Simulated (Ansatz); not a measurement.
**Mg started in the widest void in diamond Si, 65 atoms, charge −1**

All numbers come from Ansatz (PAW, plane waves, no spin–orbit coupling) at the single k point (¼, ¼, ¼) without its symmetry partners. The atoms were relaxed with PBEsol in a fixed cell; other functionals are single points on those atoms unless said otherwise. The valence top and gap of the host come from its small cell on a dense mesh, with the band extrema sought between the mesh points, lined up by the mean potential, PBEsol gap 0.46 eV, r²SCAN gap 0.76 eV. The charge correction uses an assumed dielectric constant of 11.7.

Relaxed structure:

```yaml
crystal:
  lattice:
    - [10.86558, 0.00000, 0.00000]
    - [0.00000, 10.86558, 0.00000]
    - [0.00000, 0.00000, 10.86558]
  atoms:
    - { symbol: Si, position: [0.99892, 0.99889, 0.99885] }
    - { symbol: Si, position: [0.99876, 0.99878, 0.49887] }
    - { symbol: Si, position: [0.99861, 0.49890, 0.99862] }
    - { symbol: Si, position: [0.99865, 0.49953, 0.49939] }
    - { symbol: Si, position: [0.49886, 0.99861, 0.99859] }
    - { symbol: Si, position: [0.49956, 0.99867, 0.49933] }
    - { symbol: Si, position: [0.49942, 0.49941, 0.99868] }
    - { symbol: Si, position: [0.50793, 0.50784, 0.50771] }
    - { symbol: Si, position: [0.12449, 0.12460, 0.12481] }
    - { symbol: Si, position: [0.11937, 0.11955, 0.63397] }
    - { symbol: Si, position: [0.11915, 0.63373, 0.11968] }
    - { symbol: Si, position: [0.12445, 0.62501, 0.62523] }
    - { symbol: Si, position: [0.63341, 0.11937, 0.11968] }
    - { symbol: Si, position: [0.62492, 0.12459, 0.62518] }
    - { symbol: Si, position: [0.62482, 0.62491, 0.12486] }
    - { symbol: Si, position: [0.63219, 0.63242, 0.63268] }
    - { symbol: Si, position: [0.24863, 0.24867, 0.99884] }
    - { symbol: Si, position: [0.24108, 0.24133, 0.50654] }
    - { symbol: Si, position: [0.25066, 0.75207, 0.99739] }
    - { symbol: Si, position: [0.24838, 0.75070, 0.50026] }
    - { symbol: Si, position: [0.75190, 0.25073, 0.99735] }
    - { symbol: Si, position: [0.75062, 0.24850, 0.50017] }
    - { symbol: Si, position: [0.74951, 0.74953, 0.99957] }
    - { symbol: Si, position: [0.75165, 0.75179, 0.49801] }
    - { symbol: Si, position: [0.37446, 0.37426, 0.12336] }
    - { symbol: Si, position: [0.37471, 0.37470, 0.62978] }
    - { symbol: Si, position: [0.37530, 0.87521, 0.12583] }
    - { symbol: Si, position: [0.37499, 0.87505, 0.62545] }
    - { symbol: Si, position: [0.87516, 0.37529, 0.12577] }
    - { symbol: Si, position: [0.87503, 0.37498, 0.62547] }
    - { symbol: Si, position: [0.87474, 0.87470, 0.12521] }
    - { symbol: Si, position: [0.87550, 0.87546, 0.62601] }
    - { symbol: Si, position: [0.24845, 0.99880, 0.24870] }
    - { symbol: Si, position: [0.25073, 0.99752, 0.75229] }
    - { symbol: Si, position: [0.24070, 0.50721, 0.24163] }
    - { symbol: Si, position: [0.24837, 0.50026, 0.75072] }
    - { symbol: Si, position: [0.75187, 0.99747, 0.25093] }
    - { symbol: Si, position: [0.74950, 0.99952, 0.74966] }
    - { symbol: Si, position: [0.75048, 0.50024, 0.24871] }
    - { symbol: Si, position: [0.75158, 0.49804, 0.75199] }
    - { symbol: Si, position: [0.37465, 0.12271, 0.37405] }
    - { symbol: Si, position: [0.37539, 0.12561, 0.87532] }
    - { symbol: Si, position: [0.37467, 0.62968, 0.37482] }
    - { symbol: Si, position: [0.37492, 0.62510, 0.87504] }
    - { symbol: Si, position: [0.87529, 0.12547, 0.37532] }
    - { symbol: Si, position: [0.87480, 0.12489, 0.87464] }
    - { symbol: Si, position: [0.87503, 0.62520, 0.37496] }
    - { symbol: Si, position: [0.87541, 0.62584, 0.87546] }
    - { symbol: Si, position: [0.99868, 0.24840, 0.24854] }
    - { symbol: Si, position: [0.99769, 0.25095, 0.75231] }
    - { symbol: Si, position: [0.99761, 0.75215, 0.25104] }
    - { symbol: Si, position: [0.99953, 0.74950, 0.74965] }
    - { symbol: Si, position: [0.50770, 0.24122, 0.24171] }
    - { symbol: Si, position: [0.50029, 0.24839, 0.75066] }
    - { symbol: Si, position: [0.50026, 0.75050, 0.24862] }
    - { symbol: Si, position: [0.49812, 0.75182, 0.75205] }
    - { symbol: Si, position: [0.12216, 0.37440, 0.37414] }
    - { symbol: Si, position: [0.12554, 0.37548, 0.87546] }
    - { symbol: Si, position: [0.12545, 0.87541, 0.37547] }
    - { symbol: Si, position: [0.12465, 0.87471, 0.87468] }
    - { symbol: Si, position: [0.62952, 0.37487, 0.37500] }
    - { symbol: Si, position: [0.62485, 0.37490, 0.87504] }
    - { symbol: Si, position: [0.62495, 0.87497, 0.37496] }
    - { symbol: Si, position: [0.62581, 0.87549, 0.87555] }
    - { symbol: Mg, position: [0.37503, 0.37524, 0.37485] }
```

Chemical potentials μ are those of reference phases of the elements at zero temperature by the same functional (the usual solids, diamond for C, grey Sn, and the molecules H2, N2, O2, F2, Cl2, Br2 and S8).

```tsv
functional	E(defect) − E(host) − Σ nμ + q·E_VBM (eV)	monopole (eV)	alignment (eV)	formation energy at E_F = VBM (eV)	moment (μB)	wall time, shared host
PBEsol	2.76	0.16	-0.15	2.77	1.0	8.2 s on NVIDIA GB300 (relaxation)
r²SCAN	3.68	0.16	-0.15	3.69	1.0	8.8 s on NVIDIA GB300
```

Question: How does the monopole term follow by hand for this cubic cell?

Answer: q²·α·e²/(4πε₀)/(2εL) with the Madelung constant α = 2.837 and e²/4πε₀ = 14.40 eV·Å: 1 × 2.837 × 14.40 / (2 × 11.7 × 10.866) = 0.16 eV.

r²SCAN one-electron levels near the gap (the ten most localised at most), from the host's valence top, not corrected for the charge's images:

| level (eV) | spin | filling | atoms sharing it | element of the atom with most weight |
| --- | --- | --- | --- | --- |
| 0.84 | up | 1.00 | 54.3 | spread |
| 0.86 | down | 1.00 | 55.3 | spread |
| 0.91 | up | 0.96 | 61.6 | spread |
| 0.98 | up | 0.03 | 62.3 | spread |
| 0.99 | down | 0.01 | 62.4 | spread |
| 1.03 | down | 0.00 | 62.6 | spread |

The charge sits partly or wholly in a band of the host, at the cell's one k point and not at the band edge, so the formation energy is too high and the charge correction doesn't apply as it stands.

One k point and a cell of this size can leave errors of several tenths of an eV in such numbers.
